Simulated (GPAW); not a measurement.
# Ag: single point with PBE

The system is Ag.

```
Ag
1.0
     0.00000    2.04275    2.04275
     2.04275    0.00000    2.04275
     2.04275    2.04275    0.00000
Ag
1
Cartesian
  0.0000 0.0000 0.0000
```

```
Program             : GPAW 26.7.0
Task                : single point
Functional          : PBE
Potentials or basis : GPAW PAW data sets (gpaw-data 1.2.1)
Cutoff              : 600 eV
Basis               : pw
k mesh              : 11 × 11 × 11
Occupations         : gaussian, width 0.019 eV
Spin                : no spin polarisation
Maxiter             : 150
```

```yaml
Pressure: 4.2 GPa
Band_gap_on_the_k_mesh: none (metal or under the smearing width)
```

Levels at points of the mesh, in eV from the Fermi level:
| k point | band 7 | band 8 | band 9 | band 10 | band 11 | band 12 |
| --- | --- | --- | --- | --- | --- | --- |
| (0.00, 0.00, 0.00) | -5.05 | -4.01 | -4.01 | 15.96 | 19.62 | 19.62 |

Run time: 11 s on 1 thread of Arm Neoverse V2, on a shared host, peak memory 0.14 GiB.
